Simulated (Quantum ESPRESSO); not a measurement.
## MgO: dielectric tensor and Born charges under several settings

```
Mg O
1.0
     0.00000    2.09700    2.09700
     2.09700    0.00000    2.09700
     2.09700    2.09700    0.00000
Mg O
1 1
Direct
  0.00000 0.00000 0.00000
  0.50000 0.50000 0.50000
```

The cell is a database's computed one.

All runs used Quantum ESPRESSO 7.5; potentials PseudoDojo 0.4.1 SR PBEsol standard; given cell; no spin polarisation; cutoff 1143 eV; occupations smeared at first, fixed for the response.

| level | k mesh (s: shifted) | ε∞ (diagonal) | Born charge of atom 1 (e) | sum of the Born charges (e) |
| --- | --- | --- | --- | --- |
| PBEsol | 4 × 4 × 4 | ? | ? | ? |
| PBEsol | 6 × 6 × 6 | 3.23 | 1.98 | -0.01 |
| PBEsol | 8 × 8 × 8 | 3.22 | 1.98 | 0.00 |
| PBEsol | 10 × 10 × 10 | 3.22 | 1.98 | 0.00 |
| PBEsol | 12 × 12 × 12 | 3.22 | 1.98 | 0.00 |
| PBEsol | 14 × 14 × 14 | 3.22 | 1.98 | 0.00 |

**Question.** What stands in the row left open?

**Answer.** ε∞ 3.41; Born charge of atom 1 1.97 e; sum of the Born charges -0.10 e.

Caveats: some runs use coarse meshes; on a mesh that holds Γ this program's dielectric tensor can be off by some percent beyond the error of the mesh.

For the row left open. Caveat: the k mesh is coarse (spacing up to 0.65 Å⁻¹), so the values aren't converged; the mesh is thin for the dielectric tensor, Born charges and intensities, which usually come out too large; on a mesh that holds Γ this program's dielectric tensor can be off by some percent beyond the error of the mesh; the Born charges break their sum rule by 0.10 e, a sign of too thin a mesh.
